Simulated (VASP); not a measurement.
Write the native input for VASP 6.6.1 that does the following.

| Item | Value |
| --- | --- |
| Task | relaxation of cell and atoms |
| Functional | LDA |
| Potentials or basis | VASP PAW LDA potentials, release 64 (Sn_d, O) |
| Cutoff | 600 eV |
| k mesh | 6 × 6 × 8 |
| Occupations | gaussian, width 0.03 eV |
| Spin | no spin polarisation |
| Further INCAR settings | ALGO = Normal; EDIFF = 1e-07; IBRION = 2; EDIFFG = -0.005; NSW = 90; ISIF = 3 |

The structure of SnO2 lies in POSCAR:

```
SnO2                                    
1.0
    4.7278691949     -0.0000000000      0.0000000000
    0.0000000000      4.7278691949      0.0000000000
    0.0000000000      0.0000000000      3.1951732556
  Sn              O             
     2     4
Direct
     0.0000000000000000    0.0000000000000000    0.0000000000000000
     0.5000000000000000    0.5000000000000000    0.5000000000000000
     0.3059917598045841    0.3059917598045841    0.0000000000000000
     0.1940082401954160    0.8059917598045840    0.5000000000000000
     0.6940082401954160    0.6940082401954160    0.0000000000000000
     0.8059917598045840    0.1940082401954160    0.5000000000000000
```

These files were run (other wordings do the same):

INCAR

```
ALGO = Normal ; EDIFF = 1E-7
EDIFFG = -0.005 ; ENCUT = 600
IBRION = 2 ; ISIF = 3
ISMEAR = 0 ; KPAR = 2
LASPH = True ; LCHARG = False
LREAL = False ; LWAVE = False
NELM = 80 ; NSW = 90
PREC = Accurate ; SIGMA = 0.03
```

KPOINTS

```
k-points
0
Gamma
  6 6 8
```

Potentials or basis: VASP PAW LDA potentials, release 64 (Sn_d, O).

Run with:

```bash
$ cat potpaw_LDA.64/Sn_d/POTCAR potpaw_LDA.64/O/POTCAR > POTCAR
$ mpirun -np 2 vasp_std > vasp.out
```

Results of the run:

```
Energy gained by relaxing : 0.0 meV/atom
Ionic steps               : 2
Pressure after relaxing   : 0.0 GPa
Band gap on the k mesh    : 1.15 eV, direct
```

Caveat: spin-orbit coupling is left out, which moves the levels of the heavy elements.

Run time: 110 s on 2 MPI ranks on Intel(R) Xeon(R) Platinum 8488C (Sapphire Rapids), with other jobs on the host, peak memory 0.24 GiB a rank.
